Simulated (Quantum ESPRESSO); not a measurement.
# Si (Fd-3m) in Quantum ESPRESSO: reference runs

Aim: a first look at Si with PBE, on the cell as given and on a disturbed one.

Program: Quantum ESPRESSO 7.5. These are calculated values, not measurements. Logs are shortened: lines on timing, memory, paths and dates and some standing lists are left out, and cuts for length are marked.

## (1) The crystal as given

It takes space group Fd-3m (No. 227, cubic). The conventional cell has a = 5.444 Å, b = 5.444 Å, c = 5.444 Å, α = 90.00°, β = 90.00°, γ = 90.00°. Si (site symmetry -43m) has 4 Si at 2.36 Å as nearest neighbours.

## (2) Single point, PBE

Input file pw.in:

```
&CONTROL
  calculation = 'scf'
  prefix = 'pwscf'
  outdir = './tmp'
  pseudo_dir = './pseudo'
  tprnfor = .true.
  tstress = .true.
  disk_io = 'low'
/
&SYSTEM
  ibrav = 0
  nat = 2
  ntyp = 1
  ecutwfc = 55
  ecutrho = 440
  nbnd = 9
  occupations = 'smearing'
  smearing = 'fd'
  degauss = 0.00367493
/
&ELECTRONS
  conv_thr = 4d-10
  electron_maxstep = 120
  mixing_beta = 0.5
/
ATOMIC_SPECIES
Si    28.0850 Si.pbe-n-rrkjus_psl.1.0.0.UPF
CELL_PARAMETERS angstrom
   0.0000000000    2.7218511865    2.7218511865
   2.7218511865    0.0000000000    2.7218511865
   2.7218511865    2.7218511865    0.0000000000
ATOMIC_POSITIONS crystal
Si     0.5000000000    0.5000000000    0.5000000000
Si     0.7500000000    0.7500000000    0.7500000000
K_POINTS automatic
8 8 8 0 0 0
```

Input file pp_density.in:

```
&INPUTPP
  prefix = 'pwscf'
  outdir = './tmp'
  filplot = 'density.dat'
  plot_num = 0
/
&PLOT
  nfile = 1
  filepp(1) = 'density.dat'
  iflag = 3
  output_format = 6
  fileout = 'density.cube'
/
```

Input file pp_potential.in:

```
&INPUTPP
  prefix = 'pwscf'
  outdir = './tmp'
  filplot = 'potential.dat'
  plot_num = 11
/
&PLOT
  nfile = 1
  filepp(1) = 'potential.dat'
  iflag = 3
  output_format = 6
  fileout = 'potential.cube'
/
```

Potentials or basis: SSSP 1.3 efficiency PBE.

The run is started by

```
$ OMP_NUM_THREADS=1 pw.x -in pw.in > pw.out
$ OMP_NUM_THREADS=1 pp.x -in pp_density.in > pp_density.out
$ OMP_NUM_THREADS=1 pp.x -in pp_potential.in > pp_potential.out
```

pw.out:

```text
This program is part of the open-source Quantum ESPRESSO suite
     for quantum simulation of materials; please cite
[... 9 lines left out ...]
     --------------------
     sticks:   dense  smooth     PW     G-vecs:    dense   smooth      PW
     Sum        1615     805    253                42615    15065    2637

     Using Slab Decomposition

     bravais-lattice index     =            0
     lattice parameter (alat)  =       7.2741  a.u.
     unit-cell volume          =     272.1571 (a.u.)^3
     number of atoms/cell      =            2
     number of atomic types    =            1
     number of electrons       =         8.00
     number of Kohn-Sham states=            9
     kinetic-energy cutoff     =      55.0000  Ry
     charge density cutoff     =     440.0000  Ry
     scf convergence threshold =      4.0E-10
     mixing beta               =       0.5000
     number of iterations used =            8  plain     mixing
     Exchange-correlation= PBE
                           (   1   4   3   4   0   0   0)

     celldm(1)=   7.274083  celldm(2)=   0.000000  celldm(3)=   0.000000
     celldm(4)=   0.000000  celldm(5)=   0.000000  celldm(6)=   0.000000

     crystal axes: (cart. coord. in units of alat)
               a(1) = (   0.000000   0.707107   0.707107 )
               a(2) = (   0.707107   0.000000   0.707107 )
               a(3) = (   0.707107   0.707107   0.000000 )

     reciprocal axes: (cart. coord. in units 2 pi/alat)
               b(1) = ( -0.707107  0.707107  0.707107 )
               b(2) = (  0.707107 -0.707107  0.707107 )
               b(3) = (  0.707107  0.707107 -0.707107 )

     PseudoPot. # 1 for Si read from file:
     Si.pbe-n-rrkjus_psl.1.0.0.UPF
     Pseudo is Ultrasoft + core correction, Zval =  4.0
     Generated using "atomic" code by A. Dal Corso  v.5.1
     Using radial grid of 1141 points,  6 beta functions with:
                l(1) =   0
                l(2) =   0
                l(3) =   1
                l(4) =   1
                l(5) =   2
                l(6) =   2
     Q(r) pseudized with 0 coefficients

     atomic species   valence    mass     pseudopotential
     Si                4.00    28.08500     Si( 1.00)

     48 Sym. Ops., with inversion, found (24 have fractional translation)

   Cartesian axes

     site n.     atom                  positions (alat units)
         1        Si     tau(   1) = (   0.7071068   0.7071068   0.7071068  )
         2        Si     tau(   2) = (   1.0606602   1.0606602   1.0606602  )

     number of k points=    29  Fermi-Dirac smearing, width (Ry)=  0.0037
                       cart. coord. in units 2pi/alat
        k(    1) = (   0.0000000   0.0000000   0.0000000), wk =   0.0039062
        k(    2) = (   0.0883883   0.0883883  -0.0883883), wk =   0.0312500
        k(    3) = (   0.1767767   0.1767767  -0.1767767), wk =   0.0312500
        k(    4) = (   0.2651650   0.2651650  -0.2651650), wk =   0.0312500
        k(    5) = (  -0.3535534  -0.3535534   0.3535534), wk =   0.0156250
        k(    6) = (   0.1767767   0.0000000   0.0000000), wk =   0.0234375
[... 21 lines left out ...]
        k(   28) = (  -0.7071068   0.1767767  -0.0000000), wk =   0.0468750
        k(   29) = (  -0.7071068   0.3535534   0.0000000), wk =   0.0234375

     Dense  grid:    42615 G-vectors     FFT dimensions: (  60,  60,  60)

     Smooth grid:    15065 G-vectors     FFT dimensions: (  36,  36,  36)

     Initial potential from superposition of free atoms

     starting charge       7.9989, renormalised to       8.0000
     Starting wfcs are    8 randomized atomic wfcs +    1 random wfcs

     Self-consistent Calculation

     iteration #  1     ecut=    55.00 Ry     beta= 0.50
     Davidson diagonalization with overlap
     ethr =  1.00E-02,  avg # of iterations =  6.3

     Threshold (ethr) on eigenvalues was too large:
     Diagonalizing with lowered threshold

     Davidson diagonalization with overlap
     ethr =  6.61E-04,  avg # of iterations =  1.3

     total energy              =     -22.83973327 Ry
     estimated scf accuracy    <       0.05534526 Ry
[... 36 lines left out ...]
     iteration #  7     ecut=    55.00 Ry     beta= 0.50
     Davidson diagonalization with overlap
     ethr =  3.48E-11,  avg # of iterations =  2.6

     End of self-consistent calculation

          k = 0.0000 0.0000 0.0000 (  1893 PWs)   bands (ev):

    -5.7840   6.1287   6.1287   6.1287   8.6881   8.6881   8.6881   9.4066
    13.8543

          k = 0.0884 0.0884-0.0884 (  1880 PWs)   bands (ev):
[... 16 lines left out ...]
    -3.4713  -0.8088   4.9353   4.9353   7.6403   9.4734   9.4734  13.8542
    17.4228

          k = 0.1768 0.0000 0.0000 (  1876 PWs)   bands (ev):

    -5.5129   4.7872   5.3279   5.3279   8.1412   9.8210   9.8210  10.4605
    12.6345

          k = 0.2652 0.0884-0.0884 (  1892 PWs)   bands (ev):
[... 21 lines left out ...]
    -4.5423   1.5160   3.8315   5.3578   8.8248   9.8002   9.9803  12.3983
    12.6121

          k = 0.0000-0.1768 0.1768 (  1895 PWs)   bands (ev):

    -5.2472   3.4461   4.5124   5.8363   9.1434   9.2463   9.4800  11.6356
    12.4853

          k = 0.3536 0.0000 0.0000 (  1876 PWs)   bands (ev):

    -4.7091   2.6088   4.2512   4.2512   7.2668   9.2659  11.8630  11.8630
    14.1216

          k = 0.4419 0.0884-0.0884 (  1888 PWs)   bands (ev):
[... 11 lines left out ...]
    -2.8835  -0.4918   2.1625   4.2534   7.9787  11.5751  11.5973  13.0634
    14.1018

          k = 0.0000-0.3536 0.3536 (  1863 PWs)   bands (ev):

    -3.7544   0.6598   2.4030   4.8080   8.5753  10.9034  11.2488  12.2377
    12.5881

          k = 0.5303-0.0000 0.0000 (  1868 PWs)   bands (ev):

    -3.4051   0.3921   3.5385   3.5385   6.7574   7.6838  14.1338  14.1338
    16.7626

          k =-0.0884-0.6187 0.6187 (  1863 PWs)   bands (ev):

    -2.5141  -0.6866   2.7177   3.4626   7.0377   8.1045  14.3640  14.4394
    16.8401

          k = 0.0000-0.5303 0.5303 (  1878 PWs)   bands (ev):

    -2.0808  -1.0793   1.8599   3.7184   7.3451  10.2548  13.5661  14.1123
    14.3063

          k =-0.7071 0.0000 0.0000 (  1868 PWs)   bands (ev):

    -1.6666  -1.6666   3.2941   3.2941   6.8550   6.8550  16.1697  16.1697
    17.0914

          k = 0.3536 0.1768 0.0000 (  1889 PWs)   bands (ev):

    -4.4634   1.8441   3.4349   4.7090   8.5756  10.0043  10.3304  11.6106
    13.8966

          k =-0.2652-0.4419 0.6187 (  1876 PWs)   bands (ev):
[... 16 lines left out ...]
    -2.3410  -0.7869   2.0982   3.1903   8.5217  10.4095  11.3841  13.5391
    14.5015

          k = 0.0000-0.3536 0.5303 (  1873 PWs)   bands (ev):

    -2.6892  -0.4255   1.9329   3.5632   8.9980  10.6654  11.3289  13.1385
    13.9634

          k =-0.7071 0.1768-0.0000 (  1860 PWs)   bands (ev):

    -1.5901  -1.5901   2.7367   2.7367   8.1068   8.1068  13.9436  13.9436
    16.6633

          k =-0.7071 0.3536 0.0000 (  1888 PWs)   bands (ev):

    -1.5060  -1.5060   2.3058   2.3058  10.4033  10.4033  11.1066  11.1066
    16.6638

     the Fermi energy is     6.4227 ev

!    total energy              =     -22.83977061 Ry
     estimated scf accuracy    <          1.3E-10 Ry
     smearing contrib. (-TS)   =      -0.00000186 Ry
     internal energy E=F+TS    =     -22.83976875 Ry

     The total energy is F=E-TS. E is the sum of the following terms:
     one-electron contribution =       5.10975259 Ry
     hartree contribution      =       1.10768622 Ry
     xc contribution           =     -12.30054854 Ry
     ewald contribution        =     -16.75665902 Ry

     convergence has been achieved in   7 iterations

     Forces acting on atoms (cartesian axes, Ry/au):

     atom    1 type  1   force =    -0.00000000   -0.00000000    0.00000000
     atom    2 type  1   force =    -0.00000000    0.00000000   -0.00000000

     Total force =     0.000000     Total SCF correction =     0.000000

     Computing stress (Cartesian axis) and pressure

          total   stress  (Ry/bohr**3)                   (kbar)     P=       13.00
   0.00008838   0.00000000   0.00000000           13.00        0.00        0.00
   0.00000000   0.00008838   0.00000000            0.00       13.00        0.00
   0.00000000   0.00000000   0.00008838            0.00        0.00       13.00

=------------------------------------------------------------------------------=
   JOB DONE.
=------------------------------------------------------------------------------=
```

It took 11 s on 1 thread of Arm Neoverse V2, shared host; peak memory 0.18 GiB.

What came out:

```
Free energy            : -310.7509 eV
Pressure               : 1.3 GPa
Band gap on the k mesh : 0.63 eV, indirect (least direct gap 2.56 eV)
```

A k mesh can miss the band edges. PBE gaps usually lie below the measured ones, often by a third to a half.

## (3) Single point, PBE (atoms moved at random, drawn with an rms of 0.05 Å)

pw.in, as its differences from that of step 2:

```diff
@@ -7,3 +7,3 @@
   tstress = .true.
-  disk_io = 'low'
+  disk_io = 'nowf'
 /
@@ -32,4 +32,4 @@
 ATOMIC_POSITIONS crystal
-Si     0.5000000000    0.5000000000    0.5000000000
-Si     0.7500000000    0.7500000000    0.7500000000
+Si     0.5093070000    0.4893590000    0.5031720000
+Si     0.7438730000    0.7519100000    0.7438630000
 K_POINTS automatic
```

Potentials or basis: SSSP 1.3 efficiency PBE.

The run is started by

```
$ OMP_NUM_THREADS=1 pw.x -in pw.in > pw.out
```

It took 58 s on 1 thread of Arm Neoverse V2, shared host; peak memory 0.24 GiB.

It converged, with:

```yaml
Free_energy: -310.7197 eV
Pressure: 1.5 GPa
Largest_force: 0.907 eV/Å
Band_gap_on_the_k_mesh: 0.23 eV, indirect (least direct gap 2.03 eV)
```

Forces on the atoms (eV/Å):
```
Si   0.100 -0.897 -0.084
Si  -0.100  0.897  0.084
```

Stress tensor (GPa, compression positive):
```
 1.55  0.25  2.60
 0.25  1.27 -0.30
 2.60 -0.30  1.55
```

Levels at points of the mesh, in eV from the valence-band top:
```tsv
k point	band 1	band 2	band 3	band 4	band 5	band 6	band 7	band 8	band 9
(0.00, 0.00, 0.00)	-12.25	-0.66	-0.33	0.00	2.03	2.21	2.41	2.94	7.40
(0.00, 0.00, -0.50)	-10.00	-7.15	-1.75	-1.35	1.13	2.73	3.18	7.34	10.30
(0.00, -0.50, -0.50)	-8.17	-8.12	-3.18	-3.14	0.36	0.40	9.71	9.72	10.57
(0.50, 0.50, 0.50)	-9.87	-7.44	-1.66	-1.32	1.22	2.86	3.28	7.44	10.05
(-0.50, 0.00, 0.00)	-10.04	-7.07	-1.73	-1.42	1.12	2.75	3.11	7.31	10.40
(0.00, -0.50, 0.00)	-9.86	-7.44	-1.65	-1.32	1.22	2.86	3.28	7.44	10.04
(-0.50, 0.00, -0.50)	-8.35	-7.92	-3.29	-3.06	0.23	0.55	9.65	9.75	10.62
(-0.50, -0.50, 0.00)	-8.16	-8.12	-3.18	-3.15	0.37	0.40	9.71	9.72	10.57
```
